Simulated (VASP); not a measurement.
# TaN (P-6m2) in VASP: a series of runs

The runs below take TaN through density of states, equation of state, elastic constants, with BLYP, r2SCAN.

All numbers are computed with VASP 6.6.1; they aren't measurements. Logs are shortened: lines on timing, memory, paths and dates and some standing lists are left out, and cuts for length are marked.

## Step 1: The crystal as given

The structure is hexagonal, space group P-6m2 (No. 187). Conventional cell: a = 2.938 Å, b = 2.938 Å, c = 2.883 Å, α = 90.00°, β = 90.00°, γ = 120.00°. Around Ta (site symmetry -6m2) lie 6 N at 2.23 Å. Around N (site symmetry -6m2) lie 6 Ta at 2.23 Å.

## Step 2: Density of states, BLYP, collinear spin, zero start (cell strained at random at fixed volume)

The input, POSCAR:

```
TaN
2.9253
    1.000002051072      0.001574539363     -0.004356134414
   -0.498637404711      0.866025364920     -0.019008990531
   -0.004274775237     -0.024006768537      0.993818411787
Ta N
1 1
Direct
    0.0000000000      0.0000000000      0.5000000000
    0.6666666667      0.3333333333      0.0000000000
```

The input, INCAR.step1:

```
AGGAC = 1.0
AGGAX = 1.0
ALDAC = 0.0
ALDAX = 1.0
ALGO = Normal
EDIFF = 1E-7
ENCUT = 520
GGA = B5
ISIF = 2
ISMEAR = -1
ISPIN = 2
ISYM = 1
LASPH = True
LCHARG = True
LMAXMIX = 4
LREAL = False
LWAVE = False
MAGMOM = 0 0
NBANDS = 19
NELM = 80
NELMDL = 0
PREC = Accurate
SIGMA = 0.1
```

The input, KPOINTS.step1:

```
k-points
0
Gamma
  10 10 9
```

The input, INCAR.step2:

```
AGGAC = 1.0
AGGAX = 1.0
ALDAC = 0.0
ALDAX = 1.0
ALGO = Normal
EDIFF = 1E-7
ENCUT = 520
GGA = B5
ICHARG = 11
ISIF = 2
ISMEAR = -5
ISPIN = 2
ISYM = 1
LASPH = True
LCHARG = False
LMAXMIX = 4
LORBIT = 11
LREAL = False
LWAVE = False
MAGMOM = 0 0
NBANDS = 19
NEDOS = 2001
NELM = 80
NELMDL = 0
PREC = Accurate
SIGMA = 0.1
```

The input, KPOINTS.step2:

```
k-points
0
Gamma
  15 15 14
```

Potentials or basis: VASP PAW PBE potentials, release 64 (Ta_pv, N).

Started as:

```sh
$ cat potpaw_PBE.64/Ta_pv/POTCAR potpaw_PBE.64/N/POTCAR > POTCAR
$ cp INCAR.step1 INCAR
$ cp KPOINTS.step1 KPOINTS
$ mpirun -np 1 vasp_std > vasp.out
$ cp INCAR.step2 INCAR
$ cp KPOINTS.step2 KPOINTS
$ mpirun -np 1 vasp_std > vasp.out
```

OUTCAR:

```text
EDIFF = 1E-7
   ENCUT = 520
   GGA = B5
   ICHARG = 11
   ISIF = 2
   ISMEAR = -5
   ISPIN = 2
   ISYM = 1
   LASPH = True
   LORBIT = 11
   LREAL = False
   NELM = 80
   NELMDL = 0
   PREC = Accurate

 ion  position               nearest neighbor table
   1  0.000  0.000  0.500-   2 2.18   2 2.20   2 2.21   2 2.25   2 2.27   2 2.28
   2  0.667  0.333  0.000-   1 2.18   1 2.20   1 2.21   1 2.25   1 2.27   1 2.28

  LATTYP: Found a triclinic cell.
 ALAT       =     5.0612002980
 B/A-ratio  =     0.5779928098
 C/A-ratio  =     1.1308509057
 COS(alpha) =     0.0015334508
 COS(beta)  =     0.4331507754
 COS(gamma) =     0.8653588843

  Lattice vectors:

 A1 = (  -4.3839700000,   2.5287780000,  -0.0428640000)
 A2 = (  -2.9253060000,  -0.0046060000,   0.0127430000)
 A3 = (  -0.0045270000,   5.0011470000,   2.7832600000)

Analysis of symmetry for initial positions (statically):
=====================================================================
 Subroutine PRICEL returns:
 Original cell was already a primitive cell.

 Routine SETGRP: Setting up the symmetry group for a
 triclinic supercell.

 Subroutine GETGRP returns: Found  1 space group operations
 (whereof  1 operations were pure point group operations)
 out of a pool of  2 trial point group operations.

The static configuration has the point symmetry C_1 .

Analysis of symmetry for dynamics (positions and initial velocities):
=====================================================================
 Subroutine PRICEL returns:
 Original cell was already a primitive cell.

 Routine SETGRP: Setting up the symmetry group for a
 triclinic supercell.

 Subroutine GETGRP returns: Found  1 space group operations
 (whereof  1 operations were pure point group operations)
 out of a pool of  2 trial point group operations.

The dynamic configuration has the point symmetry C_1 .

Analysis of structural, dynamic, and magnetic symmetry:
=====================================================================
 Subroutine PRICEL returns:
 Original cell was already a primitive cell.

 Routine SETGRP: Setting up the symmetry group for a
 triclinic supercell.

 Subroutine GETGRP returns: Found  1 space group operations
 (whereof  1 operations were pure point group operations)
 out of a pool of  2 trial point group operations.

The overall configuration has the point symmetry C_1 .

 Subroutine INISYM returns: Found  1 space group operations
 (whereof  1 operations are pure point group operations),
 and found     1 'primitive' translations

----------------------------------------------------------------------------------------

                                     Primitive cell

  volume of cell :      21.5516

  direct lattice vectors                    reciprocal lattice vectors
     2.925306000  0.004606000 -0.012743000     0.341561820  0.196800003  0.006223101
    -1.458664000  2.533384000 -0.055607000    -0.000579807  0.394604280  0.009529603
    -0.012505000 -0.070227000  2.907217000     0.001486054  0.008410305  0.344181124

  length of vectors
     2.925337381  2.923837768  2.908091968     0.394250485  0.394719758  0.344287071

  position of ions in fractional coordinates (direct lattice)
     1.000000000  1.000000000  0.500000000
     0.666666667  0.333333333  0.000000000

  ion indices of the primitive-cell ions
   primitive index   ion index
                 1           1
                 2           2

----------------------------------------------------------------------------------------

 KPOINTS: k-points

Automatic generation of k-mesh.
 Grid dimensions read from file:
 generate k-points for:   15   15   14

 Generating k-lattice:

  Cartesian coordinates                     Fractional coordinates (reciprocal lattice)
     0.022770788  0.013120000  0.000414873     0.066666667  0.000000000 -0.000000000
    -0.000038654  0.026306952  0.000635307     0.000000000  0.066666667  0.000000000
     0.000106147  0.000600736  0.024584366     0.000000000  0.000000000  0.071428571

  Length of vectors
     0.026283366  0.026314651  0.024591934

  Shift w.r.t. Gamma in fractional coordinates (k-lattice)
     0.000000000  0.000000000  0.000000000

 TETIRR: Found   9448 inequivalent tetrahedra from    18900

 Subroutine IBZKPT returns following result:
 ===========================================

 Found   1576 irreducible k-points:

 Following reciprocal coordinates:
            Coordinates               Weight
  0.000000  0.000000  0.000000      1.000000
  0.066667  0.000000  0.000000      2.000000
  0.133333  0.000000  0.000000      2.000000
  0.200000  0.000000 -0.000000      2.000000
  0.266667  0.000000  0.000000      2.000000
  0.333333  0.000000 -0.000000      2.000000
[... 42 lines left out ...]
 -0.333333  0.200000  0.000000      2.000000
 -0.266667  0.200000  0.000000      2.000000
 [... further k-points ...]
   k-points           NKPTS =   1576   k-points in BZ     NKDIM =   1576   number of bands    NBANDS=     19
   number of dos      NEDOS =   2001   number of ions     NIONS =      2
   total plane-waves  NPLWV =  13824
   dimension x,y,z NGX =    24 NGY =   24 NGZ =   24
   dimension x,y,z NGXF=    48 NGYF=   48 NGZF=   48
   ions per type =               1   1
   NGX,Y,Z   is equivalent  to a cutoff of  13.64, 13.65, 13.72 a.u.
   NGXF,Y,Z  is equivalent  to a cutoff of  27.28, 27.29, 27.44 a.u.
 SYSTEM =  unknown system
   PREC   = accura    normal or accurate (medium, high low for compatibility)
   ISTART =      0    job   : 0-new  1-cont  2-samecut
   ICHARG =     11    charge: 1-file 2-atom 10-const
   ISPIN  =      2    spin polarized calculation?
   LNONCOLLINEAR =      F non collinear calculations
   LSORBIT =      F    spin-orbit coupling
   LASPH  =      T    aspherical Exc in radial PAW
   ENCUT  =  520.0 eV  38.22 Ry    6.18 a.u.   5.44  5.44  5.41*2*pi/ulx,y,z
   NELM   =     80;   NELMIN=  2; NELMDL=  0     # of ELM steps
   EDIFF  = 0.1E-06   stopping-criterion for ELM
   LREAL  =      F    real-space projection
   EDIFFG = 0.1E-05   stopping-criterion for IOM
   NSW    =      0    number of steps for IOM
   IBRION =     -1    ionic relax: 0-MD 1-quasi-New 2-CG
   NFREE  =      0    steps in history (QN), initial steepest desc. (CG)
   ISIF   =      2    stress and relaxation
   ISYM   =      1    0-nonsym 1-usesym 2-fastsym
   POTIM  = 0.5000    time-step for ionic-motion
   TEBEG  =    0.0;   TEEND  =   0.0 temperature during run
   PSTRESS=    0.0 pullay stress
   NELECT =      16.0000    total number of electrons
   NUPDOWN=      -1.0000    fix difference up-down
   EMIN   =  10.00;   EMAX   =-10.00  energy-range for DOS
   EFERMI =   0.00;   METHOD = LEGACY
   ISMEAR =    -5;   SIGMA  =   0.10  broadening in eV -4-tet -1-fermi 0-gaus
   EFERMI_NEDOS =   21; number of points for ismear=-14 and -15
   IALGO  =     38    algorithm
   IMIX   =      4    mixing-type and parameters
     AMIX     =   0.40;   BMIX     =  1.00
     AMIX_MAG =   1.60;   BMIX_MAG =  1.00
  volume/ion in A,a.u.               =      10.78        72.72
  Fermi-wavevector in a.u.,A,eV,Ry     =   1.482365  2.801264 29.897533  2.197407
  Thomas-Fermi vector in A             =   2.596160
   LORBIT       =     11    0 simple, 1 ext, 2 COOP (PROOUT), +10 PAW based schemes
   GGA     = B5    functional components
   LHFCALC =     F    Hartree Fock is set to
   AEXX    =    0.0000 exact exchange contribution
   IVDW    =     0    specifies the selected vdW correction
   LEPSILON=     F    determine dielectric tensor
   LRPA    =     F    only Hartree local field effects (RPA)
 spin polarized calculation
 Fermi weights with tetrahedron method with Bloechl corrections
  energy-cutoff  :      520.00
  volume of cell :       21.55
 maximum number of plane-waves:       603
 NGX is ok and might be reduce to    24

 number of electron      16.0000002 magnetization      -0.0000002

 Free energy of the ion-electron system (eV)
  ---------------------------------------------------
  ext. energy  EPLUGINS =         0.00000000
  ---------------------------------------------------
  free energy    TOTEN  =       -20.38766910 eV

  energy without entropy =      -20.38766910  energy(sigma->0) =      -20.38766910

 E-fermi :   8.7201     XC(G=0): -12.6527

 val. band max:        8.8512870237   @ k =   0.3333   0.3333   0.0000
 cond. band min:       8.7115907551   @ k =  -0.0000   0.0000   0.4286
 fundamental gap:     -0.1396962687
 Fermi energy:         8.7201189577

 spin component 1

 k-point     1 :       0.0000    0.0000    0.0000
  band No.  band energies     occupation
      1     -26.0501      1.00000
      2     -25.7461      1.00000
      3     -25.7378      1.00000
      4      -8.8801      1.00000
      5       4.2433      1.00000
      6       4.2909      1.00000
[... 11 lines left out ...]
     18      27.8252      0.00000
     19      31.8476      0.00000

 k-point     2 :       0.0667    0.0000    0.0000
  band No.  band energies     occupation
      1     -26.0439      1.00000
      2     -25.7946      1.00000
      3     -25.7498      1.00000
      4      -8.7884      1.00000
      5       3.9847      1.00000
      6       4.3480      1.00000
[... 828 lines left out ...]
 k-point    40 :       0.0667    0.2000    0.0000
  band No.  band energies     occupation
      1     -26.2545      1.00000
      2     -25.9816      1.00000
      3     -25.8671      1.00000
      4      -7.8617      1.00000
      5       2.2072      1.00000
      6       4.4402      1.00000
[... 11 lines left out ...]
     18      27.8162      0.00000
     19      32.6299      0.00000

 [... further k-points ...]

------------------------ aborting loop because EDIFF is reached ----------------------------------------

  FORCE on cell =-STRESS in cart. coord.  units (eV):
  Direction    XX          YY          ZZ          XY          YZ          ZX
  --------------------------------------------------------------------------------------
  -------------------------------------------------------------------------------------
  Total        2.6835755      2.7587466      2.0080051     -0.0612176      1.6074541      0.2787974
  in kB      199.5012290    205.0895695    149.2782599     -4.5510144    119.5006709     20.7262377
  external PRESSURE =     184.6230195 kB  Pullay stress =       0.0000000 kB

 VOLUME and BASIS-vectors are now :
 -----------------------------------------------------------------------------
  energy-cutoff  :      520.00
  volume of cell :       21.55
      direct lattice vectors                 reciprocal lattice vectors
     2.925306000  0.004606000 -0.012743000     0.341561820  0.196800003  0.006223101
    -1.458664000  2.533384000 -0.055607000    -0.000579807  0.394604280  0.009529603
    -0.012505000 -0.070227000  2.907217000     0.001486054  0.008410305  0.344181124

 POSITION                                       TOTAL-FORCE (eV/Angst)
 -----------------------------------------------------------------------------------
     -0.00625     -0.03511      1.45361        -0.013946      0.056749      0.001012
      1.46398      0.84753     -0.02703         0.013946     -0.056749     -0.001012
 -----------------------------------------------------------------------------------
    total drift:                                0.000115     -0.000005      0.000044

  FREE ENERGIE OF THE ION-ELECTRON SYSTEM (eV)
  ---------------------------------------------------
  free  energy   TOTEN  =       -20.3876691042 eV

  energy  without entropy=      -20.3876691042  energy(sigma->0) =      -20.38766910

 total charge

# of ion       s       p       d       tot
------------------------------------------
    1        0.298   6.257   2.453   9.008
    2        1.232   2.547   0.000   3.779
--------------------------------------------------
tot          1.530   8.804   2.453  12.788

 magnetization (x)

# of ion       s       p       d       tot
------------------------------------------
    1        0.000  -0.000   0.000   0.000
    2       -0.000  -0.000   0.000  -0.000
--------------------------------------------------
tot         -0.000  -0.000   0.000   0.000
```

Wall time 7.2 min (1 thread of Intel Xeon Platinum 8488C (Sapphire Rapids), shared host); peak memory 0.99 GiB.

Results:

* Net moment: 0.00 μB per cell
* Valence electrons inside the program's atomic spheres: Ta 9.01; N 3.78

Levels at points of the mesh, in eV from the Fermi level:
Spin up:
```tsv
k point	band 5	band 6	band 7	band 8	band 9	band 10	band 11	band 12
(0.00, 0.00, 0.00)	-4.48	-4.43	-4.13	-2.93	2.39	3.26	3.33	4.18
(0.00, 0.00, 0.50)	-9.15	-3.66	-3.63	-0.14	-0.05	2.10	3.46	3.52
```
Spin down:
```tsv
k point	band 4	band 5	band 6	band 7	band 8	band 9	band 10	band 11	band 12	band 13
(0.00, 0.00, 0.00)	-17.60	-4.48	-4.43	-4.13	-2.93	2.39	3.26	3.33	4.18	4.26
(0.00, 0.00, 0.50)	-15.03	-9.15	-3.66	-3.63	-0.14	-0.05	2.10	3.46	3.52	8.77
```

States per cell in windows of 0.5 eV (zero at the Fermi level; states under -8 eV left out):
| from (eV) | up | down | Ta1_d_up | Ta1_d_down | N2_p_up | N2_p_down | Ta1_p_up | Ta1_p_down |
| --- | --- | --- | --- | --- | --- | --- | --- | --- |
| -8.0 | 0.27 | 0.27 | 0.05 | 0.05 | 0.08 | 0.08 | 0.01 | 0.01 |
| -7.5 | 0.44 | 0.44 | 0.09 | 0.09 | 0.15 | 0.15 | 0.01 | 0.01 |
| -7.0 | 0.20 | 0.20 | 0.04 | 0.04 | 0.07 | 0.07 | 0.01 | 0.01 |
| -6.5 | 0.21 | 0.21 | 0.04 | 0.04 | 0.08 | 0.08 | 0.01 | 0.01 |
| -6.0 | 0.27 | 0.27 | 0.06 | 0.06 | 0.11 | 0.11 | 0.01 | 0.01 |
| -5.5 | 0.46 | 0.46 | 0.10 | 0.10 | 0.19 | 0.19 | 0.02 | 0.02 |
| -5.0 | 0.40 | 0.40 | 0.08 | 0.08 | 0.17 | 0.17 | 0.02 | 0.02 |
| -4.5 | 0.48 | 0.48 | 0.10 | 0.10 | 0.22 | 0.22 | 0.02 | 0.02 |
| -4.0 | 0.22 | 0.22 | 0.04 | 0.04 | 0.10 | 0.10 | 0.01 | 0.01 |
| -3.5 | 0.03 | 0.03 | 0.01 | 0.01 | 0.01 | 0.01 | 0.00 | 0.00 |
| -3.0 | 0.09 | 0.09 | 0.05 | 0.05 | 0.01 | 0.01 | 0.00 | 0.00 |
| -2.5 | 0.12 | 0.12 | 0.07 | 0.07 | 0.01 | 0.01 | 0.00 | 0.00 |
| -2.0 | 0.25 | 0.25 | 0.15 | 0.15 | 0.02 | 0.02 | 0.01 | 0.01 |
| -1.5 | 0.28 | 0.28 | 0.16 | 0.16 | 0.02 | 0.02 | 0.01 | 0.01 |
| -1.0 | 0.20 | 0.20 | 0.10 | 0.10 | 0.01 | 0.01 | 0.02 | 0.02 |
| -0.5 | 0.05 | 0.05 | 0.02 | 0.02 | 0.00 | 0.00 | 0.00 | 0.00 |
| 0.0 | 0.02 | 0.02 | 0.02 | 0.02 | 0.00 | 0.00 | 0.00 | 0.00 |
| 0.5 | 0.04 | 0.04 | 0.03 | 0.03 | 0.00 | 0.00 | 0.00 | 0.00 |
| 1.0 | 0.14 | 0.14 | 0.10 | 0.10 | 0.01 | 0.01 | 0.00 | 0.00 |
| 1.5 | 0.24 | 0.24 | 0.16 | 0.16 | 0.02 | 0.02 | 0.00 | 0.00 |
| 2.0 | 0.27 | 0.27 | 0.18 | 0.18 | 0.03 | 0.03 | 0.00 | 0.00 |
| 2.5 | 0.36 | 0.36 | 0.25 | 0.25 | 0.04 | 0.04 | 0.00 | 0.00 |
| 3.0 | 0.34 | 0.34 | 0.23 | 0.23 | 0.03 | 0.03 | 0.00 | 0.00 |
| 3.5 | 0.41 | 0.41 | 0.27 | 0.27 | 0.04 | 0.04 | 0.00 | 0.00 |
| 4.0 | 0.54 | 0.54 | 0.36 | 0.36 | 0.05 | 0.05 | 0.01 | 0.01 |
| 4.5 | 0.50 | 0.50 | 0.35 | 0.35 | 0.06 | 0.06 | 0.01 | 0.01 |
| 5.0 | 0.37 | 0.37 | 0.25 | 0.25 | 0.06 | 0.06 | 0.00 | 0.00 |
| 5.5 | 0.35 | 0.35 | 0.23 | 0.23 | 0.06 | 0.06 | 0.00 | 0.00 |
| 6.0 | 0.31 | 0.31 | 0.18 | 0.18 | 0.07 | 0.07 | 0.00 | 0.00 |
| 6.5 | 0.21 | 0.21 | 0.11 | 0.11 | 0.06 | 0.06 | 0.00 | 0.00 |
| 7.0 | 0.10 | 0.10 | 0.04 | 0.04 | 0.03 | 0.03 | 0.00 | 0.00 |
| 7.5 | 0.07 | 0.07 | 0.01 | 0.01 | 0.01 | 0.01 | 0.01 | 0.01 |

Caveat: the PAW data sets were made with another functional, which shifts forces and pressure a little; tetrahedron occupations give inexact forces and stress in metals. The run has no spin-orbit coupling, so splittings on Ta are missing.

(Part 1 of 3 ends here.)
